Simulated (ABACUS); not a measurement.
Runs of ABACUS 3.10.1 on CdO (Monteponite). It takes space group Fm-3m (No. 225, cubic). Conventional cell: a = 4.699 Å, b = 4.699 Å, c = 4.699 Å, α = 90.00°, β = 90.00°, γ = 90.00°. Cd (site symmetry m-3m) is surrounded by 6 O at 2.35 Å. O (site symmetry m-3m) is surrounded by 6 Cd at 2.35 Å. 

```csv
task,level,potentials or basis,k mesh,cutoff (eV),radial cutoff of the potentials (pseudo_rcut),SCF threshold on the density,eigensolver,symmetry key,share of exact exchange,mesh quality,gap on the mesh (eV)
single point,PBE0-type (share 0.25),"SG15 ONCV 1.2 PBE, DZP LCAO (the cutoffs set its grid)",4 × 4 × 4,1401,7 bohr,1e-07,genelpa,1,0.25,coarse,(a)
single point,PBE0-type (share 0.1),"SG15 ONCV 1.2 PBE, DZP LCAO (the cutoffs set its grid)",4 × 4 × 4,1401,7 bohr,1e-07,genelpa,1,0.1,coarse,0.32
single point,PBE0-type (share 0.4),"SG15 ONCV 1.2 PBE, DZP LCAO (the cutoffs set its grid)",4 × 4 × 4,1401,7 bohr,1e-07,genelpa,1,0.4,coarse,2.73
single point,BP86,"SG15 ONCV 1.2 PBE, plane waves",8 × 8 × 8,1401,10 bohr,1e-08,dav,1,-,not flagged,none
```

Alike in all rows: no spin polarisation; cell as given; smearing fermi-dirac 0.05 eV.

Task: Fill in the values left out.

Result: (a) 1.51.

Caveats: some runs use coarse meshes; the atomic orbitals were generated for these runs and aren't a published set (some runs); gaps of hybrids in this basis differ from plane-wave ones by up to 0.1 eV (some runs); the basis of atomic orbitals isn't converged, which shifts pressures, moduli and gaps (some runs); this crystal is a semiconductor, whose small gap the functional closes, so the metal is an error of the method (some runs).

A k mesh can miss the band edges, and the runs leave out spin-orbit coupling on Cd.

A gap of «none» marks a metal or a gap under the smearing width.

Runs at the PBE level aren't shown here.
